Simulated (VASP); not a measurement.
# Sc in VASP: single point with PBEsol+D4

Aim: the single point of Sc with PBEsol+D4.

Program: VASP 6.6.1. These are calculated values, not measurements. Logs are shortened: lines on timing, memory, paths and dates and some standing lists are left out, and cuts for length are marked.

### 1 The structure

The cell holds a slab with vacuum, 4 atoms: a = 3.125 Å, b = 3.125 Å, c = 27.614 Å, α = 90.00°, β = 90.00°, γ = 120.00°.

The cell was built by a generator and needn't be a form met in nature.

### 2 Single point, PBEsol+D4

File INCAR:

```
PREC = Accurate ; ENCUT = 520
EDIFF = 1E-7 ; ISMEAR = 1
SIGMA = 0.1 ; LREAL = False
LASPH = True ; NELM = 100
ALGO = Fast ; ISIF = 2
LWAVE = False ; LCHARG = True
LDIPOL = True ; IDIPOL = 3
DIPOL = 0.5 0.5 0.394 ; GGA = PS
IVDW = 13 ; LELF = True
LVHAR = True ; LVACPOTAV = True
NBANDS = 30
```

File KPOINTS:

```
regular mesh
0
Gamma
  12 12 1
```

File POSCAR:

```
Sc
1.0
    3.1251708047      0.0000000000      0.0000000000
   -1.5625854024      2.7064773081      0.0000000000
    0.0000000000      0.0000000000     27.6140224765
Sc
4
Direct
    0.6666666667      0.3333333333      0.2534943979
    0.3333333333      0.6666666667      0.3462980647
    0.6666666667      0.3333333333      0.4402750875
    0.3333333333      0.6666666667      0.5365454042
```

Potentials or basis: VASP PAW PBE potentials, release 64 (Sc_sv).

On the command line:

```console
> cat potpaw_PBE.64/Sc_sv/POTCAR > POTCAR
> mpirun -np 1 vasp_std > vasp.out
```

OUTCAR:

```text
PREC = Accurate
   ENCUT = 520
   EDIFF = 1E-7
   ISMEAR = 1
   LREAL = False
   LASPH = True
   NELM = 100
   ISIF = 2
   GGA = PS
   IVDW = 13

 ion  position               nearest neighbor table
   1  0.667  0.333  0.253-   2 3.13   2 3.13   2 3.13
   2  0.333  0.667  0.346-   1 3.13   1 3.13   1 3.13   3 3.16   3 3.16   3 3.16
   3  0.667  0.333  0.440-   2 3.16   2 3.16   2 3.16   4 3.21   4 3.21   4 3.21
   4  0.333  0.667  0.537-   3 3.21   3 3.21   3 3.21

  LATTYP: Found a hexagonal cell.
 ALAT       =     3.1251708047
 C/A-ratio  =     8.8360042385

  Lattice vectors:

 A1 = (   3.1251708047,   0.0000000000,   0.0000000000)
 A2 = (  -1.5625854024,   2.7064773081,   0.0000000000)
 A3 = (   0.0000000000,   0.0000000000,  27.6140224765)

Analysis of symmetry for initial positions (statically):
=====================================================================
 Subroutine PRICEL returns:
 Original cell was already a primitive cell.

 Routine SETGRP: Setting up the symmetry group for a
 hexagonal supercell.

 Subroutine GETGRP returns: Found  6 space group operations
 (whereof  6 operations were pure point group operations)
 out of a pool of 24 trial point group operations.

The static configuration has the point symmetry C_3v.

Analysis of symmetry for dynamics (positions and initial velocities):
=====================================================================
 Subroutine PRICEL returns:
 Original cell was already a primitive cell.

 Routine SETGRP: Setting up the symmetry group for a
 hexagonal supercell.

 Subroutine GETGRP returns: Found  6 space group operations
 (whereof  6 operations were pure point group operations)
 out of a pool of 24 trial point group operations.

The dynamic configuration has the point symmetry C_3v.

 Subroutine INISYM returns: Found  6 space group operations
 (whereof  6 operations are pure point group operations),
 and found     1 'primitive' translations

----------------------------------------------------------------------------------------

                                     Primitive cell

  volume of cell :     233.5650

  direct lattice vectors                    reciprocal lattice vectors
     3.125170805  0.000000000  0.000000000     0.319982511  0.184741989  0.000000000
    -1.562585402  2.706477308  0.000000000     0.000000000  0.369483977  0.000000000
     0.000000000  0.000000000 27.614022477     0.000000000  0.000000000  0.036213485

  length of vectors
     3.125170805  3.125170805 27.614022477     0.369483977  0.369483977  0.036213485

  position of ions in fractional coordinates (direct lattice)
     0.666666667  0.333333333  0.253494398
     0.333333333  0.666666667  0.346298065
     0.666666667  0.333333333  0.440275087
     0.333333333  0.666666667  0.536545404

  ion indices of the primitive-cell ions
   primitive index   ion index
                 1           1
                 2           2
                 3           3
                 4           4

----------------------------------------------------------------------------------------

 KPOINTS: regular mesh

Automatic generation of k-mesh.
 Grid dimensions read from file:
 generate k-points for:   12   12    1

 Generating k-lattice:

  Cartesian coordinates                     Fractional coordinates (reciprocal lattice)
     0.026665209  0.015395166  0.000000000     0.083333333  0.000000000  0.000000000
     0.000000000  0.030790331  0.000000000     0.000000000  0.083333333  0.000000000
     0.000000000  0.000000000  0.036213485     0.000000000  0.000000000  1.000000000

  Length of vectors
     0.030790331  0.030790331  0.036213485

  Shift w.r.t. Gamma in fractional coordinates (k-lattice)
     0.000000000  0.000000000  0.000000000

 Subroutine IBZKPT returns following result:
 ===========================================

 Found     19 irreducible k-points:

 Following reciprocal coordinates:
            Coordinates               Weight
  0.000000  0.000000  0.000000      1.000000
  0.083333  0.000000  0.000000      6.000000
  0.166667  0.000000  0.000000      6.000000
  0.250000  0.000000  0.000000      6.000000
  0.333333  0.000000  0.000000      6.000000
  0.416667  0.000000  0.000000      6.000000
[... 11 lines left out ...]
  0.333333  0.250000  0.000000     12.000000
  0.333333  0.333333  0.000000      2.000000
   k-points           NKPTS =     19   k-points in BZ     NKDIM =     19   number of bands    NBANDS=     30
   number of dos      NEDOS =    301   number of ions     NIONS =      4
   total plane-waves  NPLWV = 120960
   dimension x,y,z NGX =    24 NGY =   24 NGZ =  210
   dimension x,y,z NGXF=    48 NGYF=   48 NGZF=  420
   ions per type =               4
   NGX,Y,Z   is equivalent  to a cutoff of  12.77, 12.77, 12.64 a.u.
   NGXF,Y,Z  is equivalent  to a cutoff of  25.53, 25.53, 25.29 a.u.
 SYSTEM =  unknown system
   PREC   = accura    normal or accurate (medium, high low for compatibility)
   ISTART =      0    job   : 0-new  1-cont  2-samecut
   ICHARG =      2    charge: 1-file 2-atom 10-const
   ISPIN  =      1    spin polarized calculation?
   LNONCOLLINEAR =      F non collinear calculations
   LSORBIT =      F    spin-orbit coupling
   LASPH  =      T    aspherical Exc in radial PAW
   ENCUT  =  520.0 eV  38.22 Ry    6.18 a.u.   5.81  5.81 51.34*2*pi/ulx,y,z
   NELM   =    100;   NELMIN=  2; NELMDL= -5     # of ELM steps
   EDIFF  = 0.1E-06   stopping-criterion for ELM
   LREAL  =      F    real-space projection
   EDIFFG = 0.1E-05   stopping-criterion for IOM
   NSW    =      0    number of steps for IOM
   IBRION =     -1    ionic relax: 0-MD 1-quasi-New 2-CG
   NFREE  =      0    steps in history (QN), initial steepest desc. (CG)
   ISIF   =      2    stress and relaxation
   ISYM   =      2    0-nonsym 1-usesym 2-fastsym
   POTIM  = 0.5000    time-step for ionic-motion
   TEBEG  =    0.0;   TEEND  =   0.0 temperature during run
   PSTRESS=    0.0 pullay stress
   NELECT =      44.0000    total number of electrons
   NUPDOWN=      -1.0000    fix difference up-down
   EMIN   =  10.00;   EMAX   =-10.00  energy-range for DOS
   EFERMI =   0.00;   METHOD = LEGACY
   ISMEAR =     1;   SIGMA  =   0.10  broadening in eV -4-tet -1-fermi 0-gaus
   EFERMI_NEDOS =   21; number of points for ismear=-14 and -15
   IALGO  =     68    algorithm
   IMIX   =      4    mixing-type and parameters
     AMIX     =   0.40;   BMIX     =  1.00
     AMIX_MAG =   1.60;   BMIX_MAG =  1.00
  volume/ion in A,a.u.               =      58.39       394.04
  Fermi-wavevector in a.u.,A,eV,Ry     =   0.938476  1.773462 11.983154  0.880737
  Thomas-Fermi vector in A             =   2.065691
   LORBIT       =      0    0 simple, 1 ext, 2 COOP (PROOUT), +10 PAW based schemes
   GGA     = PS    functional components
   LHFCALC =     F    Hartree Fock is set to
   AEXX    =    0.0000 exact exchange contribution
   IVDW    =    13    specifies the selected vdW correction
   LEPSILON=     F    determine dielectric tensor
   LRPA    =     F    only Hartree local field effects (RPA)
 non-spin polarized calculation
 RMM-DIIS sequential band-by-band and
 Methfessel and Paxton  Order N= 1 SIGMA  =   0.10
  energy-cutoff  :      520.00
  volume of cell :      233.57
 maximum number of plane-waves:      6328
 NGX is ok and might be reduce to    24
   NGX = 11   NGY = 11   NGZ =103

 dipolmoment           0.000000      0.000000     -0.018211 electrons x Angstroem

 number of electron      44.0000010 magnetization

 dipolmoment           0.000000      0.000000      0.005094 electrons x Angstroem

 Free energy of the ion-electron system (eV)
  ---------------------------------------------------
  ext. energy  EPLUGINS =         0.00000000
  ---------------------------------------------------
  free energy    TOTEN  =       -24.71852510 eV

  energy without entropy =      -24.71197823  energy(sigma->0) =      -24.71634281

 E-fermi :  -0.5985     XC(G=0):  -4.6582

 val. band max:       -0.6034476679   @ k =   0.1667   0.0833   0.0000
 cond. band min:      -0.5936560505   @ k =   0.0833   0.0833   0.0000
 fundamental gap:      0.0097916175
 Fermi energy:        -0.5985001992

 k-point     1 :       0.0000    0.0000    0.0000
  band No.  band energies     occupation
      1     -49.9667      2.00000
      2     -49.8823      2.00000
      3     -49.4571      2.00000
      4     -49.3546      2.00000
      5     -28.7742      2.00000
      6     -28.7051      2.00000
[... 22 lines left out ...]
     29       1.1980     -0.00000
     30       1.4421      0.00000

 k-point     2 :       0.0833    0.0000    0.0000
  band No.  band energies     occupation
      1     -49.9621      2.00000
      2     -49.8776      2.00000
      3     -49.4522      2.00000
      4     -49.3503      2.00000
      5     -28.7682      2.00000
      6     -28.6988      2.00000
[... 22 lines left out ...]
     29       1.2666     -0.00000
     30       1.3405     -0.00000

 k-point     3 :       0.1667    0.0000    0.0000
  band No.  band energies     occupation
      1     -49.9494      2.00000
      2     -49.8648      2.00000
      3     -49.4387      2.00000
      4     -49.3386      2.00000
      5     -28.7519      2.00000
      6     -28.6817      2.00000
[... 22 lines left out ...]
     29       1.2822     -0.00000
     30       1.5570      0.00000

 k-point     4 :       0.2500    0.0000    0.0000
  band No.  band energies     occupation
      1     -49.9321      2.00000
      2     -49.8472      2.00000
      3     -49.4202      2.00000
      4     -49.3225      2.00000
      5     -28.7308      2.00000
      6     -28.6673      2.00000
[... 451 lines left out ...]
     29       0.8233     -0.00000
     30       1.3583     -0.00000

 k-point    18 :       0.3333    0.2500    0.0000
  band No.  band energies     occupation
      1     -49.8908      2.00000
      2     -49.8053      2.00000
      3     -49.3760      2.00000
      4     -49.2844      2.00000
      5     -28.8121      2.00000
      6     -28.7421      2.00000
[... 22 lines left out ...]
     29       0.5205     -0.00000
     30       1.5114      0.00000

 k-point    19 :       0.3333    0.3333    0.0000
  band No.  band energies     occupation
      1     -49.8884      2.00000
      2     -49.8029      2.00000
      3     -49.3735      2.00000
      4     -49.2823      2.00000
      5     -28.7577      2.00000
      6     -28.7518      2.00000
[... 22 lines left out ...]
     29       0.2808     -0.00000
     30       1.5763      0.00000

------------------------ aborting loop because EDIFF is reached ----------------------------------------

  DFT-D4 for vdW energy calculation

  Edisp (eV):   -0.51342

  FORCE on cell =-STRESS in cart. coord.  units (eV):
  Direction    XX          YY          ZZ          XY          YZ          ZX
  --------------------------------------------------------------------------------------
  -------------------------------------------------------------------------------------
  Total       1.80372     1.80372    -0.35050    -0.00000     0.00000     0.00000
  in kB      12.37293    12.37293    -2.40428    -0.00000     0.00000     0.00000
  external pressure =        7.45 kB  Pullay stress =        0.00 kB

 VOLUME and BASIS-vectors are now :
 -----------------------------------------------------------------------------
  energy-cutoff  :      520.00
  volume of cell :      233.57
      direct lattice vectors                 reciprocal lattice vectors
     3.125170805  0.000000000  0.000000000     0.319982511  0.184741989  0.000000000
    -1.562585402  2.706477308  0.000000000     0.000000000  0.369483977  0.000000000
     0.000000000  0.000000000 27.614022477     0.000000000  0.000000000  0.036213485

 POSITION                                       TOTAL-FORCE (eV/Angst)
 -----------------------------------------------------------------------------------
      1.56259      0.90216      7.00000         0.000000      0.000000      0.008285
     -0.00000      1.80432      9.56268        -0.000000      0.000000     -0.058545
      1.56259      0.90216     12.15777         0.000000     -0.000000      0.205766
     -0.00000      1.80432     14.81618        -0.000000      0.000000     -0.155507
 -----------------------------------------------------------------------------------
    total drift:                               -0.000000     -0.000000     -0.000120

  FREE ENERGIE OF THE ION-ELECTRON SYSTEM (eV)
  ---------------------------------------------------
  free  energy   TOTEN  =       -25.2319423087 eV

  energy  without entropy=      -25.2253954320  energy(sigma->0) =      -25.22976002

 vacuum level on the upper side and lower side of the slab         3.232         3.123
```

Wall time 6.1 min (1 thread of Intel Xeon Platinum 8488C (Sapphire Rapids), shared host); peak memory 0.38 GiB.

Results:

```
Free energy                     : -25.2319 eV
Largest force                   : 0.206 eV/Å
Band gap on the k mesh          : none (metal or under the smearing width)
Dispersion energy per atom      : -0.128 eV
Work function of the upper face : 3.83 eV
Work function of the lower face : 3.72 eV
```

Forces on the atoms (eV/Å):
```
Sc   0.000  0.000  0.008
Sc   0.000  0.000 -0.059
Sc   0.000  0.000  0.206
Sc   0.000  0.000 -0.156
```

Levels at points of the mesh, in eV from the Fermi level:
```tsv
k point	band 20	band 21	band 22	band 23	band 24	band 25
(0.00, 0.00, 0.00)	-2.29	0.02	0.06	0.43	0.83	1.43
(0.50, 0.00, 0.00)	-1.25	-0.68	-0.30	-0.09	0.53	0.74
```

Caveat: the PAW data sets were made with another functional, which shifts forces and pressure a little.
